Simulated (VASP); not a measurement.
Set up this calculation in VASP 6.6.1, as the native input.

- Task: density of states
- Functional: PBE
- Potentials or basis: VASP PAW PBE potentials, release 64 (W_sv, S)
- Cutoff: 520 eV
- k mesh: 7 × 7 × 1
- Occupations: gaussian, width 0.02 eV
- Spin: no spin polarisation
- k mesh for the DOS: 11 × 11 × 1
- Occupations for the DOS: tetrahedron
- Further INCAR settings: ALGO = Fast; EDIFF = 1e-06; NBANDS = 64

The system is WS2, a slab with vacuum.

```
W S
1.0
     3.18312    0.00000    0.00000
    -1.59156    2.75666    0.00000
     0.00000    0.00000   35.18056
W S
4 8
Direct
  0.33333 0.66667 0.59232
  0.33333 0.66667 0.22340
  0.66667 0.33333 0.77660
  0.66667 0.33333 0.40768
  0.33333 0.66667 0.82115
  0.33333 0.66667 0.45202
  0.66667 0.33333 0.63662
  0.66667 0.33333 0.26774
  0.33333 0.66667 0.73226
  0.33333 0.66667 0.36338
  0.66667 0.33333 0.54798
  0.66667 0.33333 0.17885
```

These files were run (other wordings do the same):

POSCAR

```
WS2
1.0
    3.1831225544      0.0000000000      0.0000000000
   -1.5915612772      2.7566649955      0.0000000000
    0.0000000000      0.0000000000     35.1805582101
W S
4 8
Direct
    0.3333333333      0.6666666667      0.5923166100
    0.3333333333      0.6666666667      0.2234000000
    0.6666666667      0.3333333333      0.7766000000
    0.6666666667      0.3333333333      0.4076833900
    0.3333333333      0.6666666667      0.8211496400
    0.3333333333      0.6666666667      0.4520236900
    0.6666666667      0.3333333333      0.6366210700
    0.6666666667      0.3333333333      0.2677418400
    0.3333333333      0.6666666667      0.7322581600
    0.3333333333      0.6666666667      0.3633789300
    0.6666666667      0.3333333333      0.5479763100
    0.6666666667      0.3333333333      0.1788503600
```

INCAR.step1

```
SYSTEM = WS2
PREC = Accurate
ENCUT = 520
EDIFF = 1E-6
ISMEAR = 0
SIGMA = 0.02
LREAL = .FALSE.
LASPH = .TRUE.
NELM = 80
ALGO = Fast
ISIF = 2
LWAVE = .FALSE.
LCHARG = .TRUE.
LMAXMIX = 4
GGA = PE
NBANDS = 64
```

KPOINTS.step1

```
Automatic mesh
0
G
  7 7 1
  0 0 0
```

INCAR.step2

```
SYSTEM = WS2
PREC = Accurate
ENCUT = 520
EDIFF = 1E-6
ISMEAR = -5
SIGMA = 0.02
LREAL = .FALSE.
LASPH = .TRUE.
NELM = 80
ALGO = Fast
ISIF = 2
LWAVE = .FALSE.
LCHARG = .FALSE.
LMAXMIX = 4
GGA = PE
LORBIT = 11
NBANDS = 64
NEDOS = 2001
ICHARG = 11
```

KPOINTS.step2

```
Automatic mesh
0
G
  11 11 1
  0 0 0
```

Potentials or basis: VASP PAW PBE potentials, release 64 (W_sv, S).

Run with:

```sh
$ cat potpaw_PBE.64/W_sv/POTCAR potpaw_PBE.64/S/POTCAR > POTCAR
$ cp INCAR.step1 INCAR
$ cp KPOINTS.step1 KPOINTS
$ mpirun -np 1 vasp_std > vasp.out
$ cp INCAR.step2 INCAR
$ cp KPOINTS.step2 KPOINTS
$ mpirun -np 1 vasp_std > vasp.out
```

It gave:

The valence electrons inside the program's atomic spheres are W 12.02, 12.01; S 3.72, 3.73.

It took 6.6 min on 1 thread of Intel(R) Xeon(R) Platinum 8488C (Sapphire Rapids), on a shared host, peak memory 0.49 GiB.
